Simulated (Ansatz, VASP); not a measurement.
## One calculation of Al, two programs

File INCAR:

```
SYSTEM = Al
  PREC = Accurate
  ENCUT = 520
  EDIFF = 1E-6
  ISMEAR = -1
  SIGMA = 0.08
  LREAL = .False.
  LASPH = .True.
  NELM = 100
  ALGO = Normal
  ISIF = 2
  LWAVE = .False.
  LCHARG = .False.
  GGA = CA
  NBANDS = 10
```

File KPOINTS:

```
regular mesh
0
Gamma
  12 12 12
  0 0 0
```

File POSCAR:

```
Al
1.0
    0.0000000000      2.8193153329      2.8193153329
    2.8193153329      0.0000000000      2.8193153329
    2.8193153329      2.8193153329      0.0000000000
Al
2
Direct
   -0.1250000000     -0.1250000000     -0.1250000000
    0.1250000000      0.1250000000      0.1250000000
```

Input for Ansatz:

```yaml
crystal:
  lattice:
    - [0.0, 2.8193153329, 2.8193153329]
    - [2.8193153329, 0.0, 2.8193153329]
    - [2.8193153329, 2.8193153329, 0.0]
  atoms:
    - { symbol: Al, position: [-0.125, -0.125, -0.125] }
    - { symbol: Al, position: [0.125, 0.125, 0.125] }
kpoints:
  mp_grid: { grid: [12, 12, 12] }
scf:
  occupations: { method: fermi_dirac, width: 0.08 }
hamiltonian:
  xc: lda
  pseudopotentials: { kind: all_electron, lapw: { basis_error: 0.001 } }
output:
  forces: true
  stress: true
  eigenvalues: true
  populations: true
```

Change from the starting cell: volume scaled by 0.85, LAPW.

Alike in both runs: task single point; functional LDA; k mesh 12 × 12 × 12; occupations fermi-dirac, width 0.08 eV; no spin polarisation.

|  | VASP | Ansatz |
| --- | --- | --- |
| version | VASP 6.6.1 | Ansatz 0.2.0 |
| potentials or method | VASP PAW LDA potentials, release 64 (Al) | all-electron LAPW, scalar-relativistic |
| plane-wave cutoff (eV) | 520 | see its input |

Ansatz gave:

| Item | Value |
| --- | --- |
| pressure (GPa) | 9.2 |

**Question.** What did VASP give for the same quantities?

**Answer.** Pressure (GPa): 9.4.

Ansatz ran all-electron here, so the differences hold the error of VASP's frozen core and of both bases.
